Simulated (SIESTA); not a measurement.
Runs of SIESTA 5.4.2 on MoS2. The structure is trigonal, space group R3m (No. 160). The conventional cell has a = 3.160 Å, b = 3.160 Å, c = 18.450 Å, α = 90.00°, β = 90.00°, γ = 120.00°. Mo (site symmetry 3m) is surrounded by 6 S at 2.39 Å. S (site symmetry 3m) is surrounded by 3 Mo at 2.39 Å. Around S (site symmetry 3m) lie 3 Mo at 2.39 Å. Measurements of this composition are mostly on another form, of space group No. 194.

```csv
level,potentials or basis,gap on the mesh (eV),pressure (GPa),largest force (eV/Å)
PBEsol,"PseudoDojo 0.4 standard (PBEsol files), DZP (energy shift 0.003 Ry; two zetas on semicore shells)",1.10,3.4,0.71
AM05,"PseudoDojo 0.4 standard (PBEsol files), DZP (energy shift 0.003 Ry; two zetas on semicore shells)",1.13,3.0,0.58
WC,"PseudoDojo 0.4 standard (PBEsol files), DZP (energy shift 0.003 Ry; two zetas on semicore shells)",1.10,(c),0.79
BLYP,"PseudoDojo 0.4 standard (PBE files), DZP (energy shift 0.003 Ry; two zetas on semicore shells)",1.15,16.2,1.39
revPBE,"PseudoDojo 0.4 standard (PBE files), DZP (energy shift 0.003 Ry; two zetas on semicore shells)",1.17,10.0,0.97
PBE,"PseudoDojo 0.4 standard (PBE files), DZP (energy shift 0.003 Ry; two zetas on semicore shells)",1.14,(b),0.96
PW91,"PseudoDojo 0.4 standard (PBE files), DZP (energy shift 0.003 Ry; two zetas on semicore shells)",1.13,8.8,(a)
RPBE,"PseudoDojo 0.4 standard (PBE files), DZP (energy shift 0.003 Ry; two zetas on semicore shells)",1.18,10.6,0.98
LDA,"PseudoDojo 0.4 standard (LDA files), DZP (energy shift 0.003 Ry; two zetas on semicore shells)",1.08,(d),0.53
```

Alike in all rows: task single point; no spin polarisation; cell as given; k mesh 7 × 7 × 7; smearing fermi-dirac 0.05 eV; grid cutoff 800 Ry; energy shift 0.003 Ry.

Question: Fill in the values left out.

Answer: (a) 1.00; (b) 8.3; (c) 4.2; (d) 0.6.

Caveats: an odd mesh through Γ misses points on the zone boundary, where band edges often lie; the basis of atomic orbitals isn't converged, which shifts pressures, moduli and gaps; the potentials were made for another functional, which shifts forces and pressure (some runs).

A k mesh can miss the band edges, and the runs leave out spin-orbit coupling on Mo.
